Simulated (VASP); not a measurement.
AlN:

```
Al N
1.0
     0.00000    2.18399    2.18399
     2.18399    0.00000    2.18399
     2.18399    2.18399    0.00000
Al N
1 1
Direct
  0.00000 0.00000 0.00000
  0.25000 0.25000 0.25000
```

Measurements of this composition are mostly on another form, of space group No. 186.

Base run:

* Program: VASP 6.6.1
* Functional: TB-mBJ
* Potentials or basis: VASP PAW PBE potentials, release 64 (Al, N)
* Cutoff: 520 eV
* k mesh: 10 × 10 × 10
* Occupations: gaussian, width 0.02 eV
* Spin: no spin polarisation

Its results: band gap on the k mesh 4.82 eV, indirect (least direct gap 5.33 eV).

**Question.** The run is repeated on the same cell with these changes: functional from TB-mBJ to PBEsol. What comes out?

**Answer.** Band gap on the k mesh 3.19 eV, indirect (least direct gap 4.13 eV).
